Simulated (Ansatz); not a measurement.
Input of an Ansatz 0.2.0 run:

Contents of input.yaml:

```yaml
crystal:
  lattice:
    - [0.0, 3.427, 3.427]
    - [3.427, 0.0, 3.427]
    - [3.427, 3.427, 0.0]
  atoms:
    - { symbol: Rb, position: [0.0, 0.0, 0.0] }
    - { symbol: Br, position: [0.5, 0.5, 0.5] }
kpoints:
  mp_grid: { grid: [7, 7, 7] }
scf:
  occupations: { method: gaussian, width: 0.05 }
hamiltonian:
  xc: pbe
  pseudopotentials: { kind: all_electron, lapw: { basis_error: 0.001 } }
output:
  forces: true
  stress: true
  eigenvalues: true
```

Potentials or basis: all-electron LAPW, scalar-relativistic.

The run is started by

```console
$ ansatz run input.yaml --threads 1 --pin off --max-ram 3072MiB --backend cpu --events-out ev --progress --plain --runs-dir out
```

**Question.** What does it give for the pressure?

**Answer.** 1.0 GPa.

**Question.** Predict the band gap on the k mesh.

**Answer.** 4.36 eV, direct.

Caveat: an odd mesh through Γ misses points on the zone boundary, where band edges often lie.
